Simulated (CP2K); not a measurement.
Hf in CP2K: the effect of functional

Hf:

```
Hf
1.0
     2.88012    0.00000    0.00000
    -1.01376    2.92235    0.00000
    -0.98838   -1.19151    2.76816
Hf
1
Direct
  0.00000 0.00000 0.00000
```

This isn't the form of Hf at room conditions, which is hcp.

Alike in all runs:

- Program: CP2K 2026.2
- Potentials or basis: POTENTIAL_UZH Hf GTH-PBE-q12; TZVP-MOLOPT-PBE-GTH basis
- Density cutoff: 9184 eV
- k mesh: 11 × 10 × 10
- Occupations: fermi-dirac, width 0.05 eV
- Spin: no spin polarisation

```csv
functional,pressure (GPa)
LDA,-9.1
PBEsol,-6.5
WC,-6.3
BEEF-vdW,-2.4
vdW-DF2,?
r2SCAN,-2.1
```

Question: What does the run with functional vdW-DF2 give?

Answer: Pressure 1.5 GPa.

Caveats: the potentials were made for another functional, which shifts forces and pressure; the basis of atomic orbitals isn't converged, which shifts pressures, moduli and gaps.

Runs at the PBE level aren't shown here.
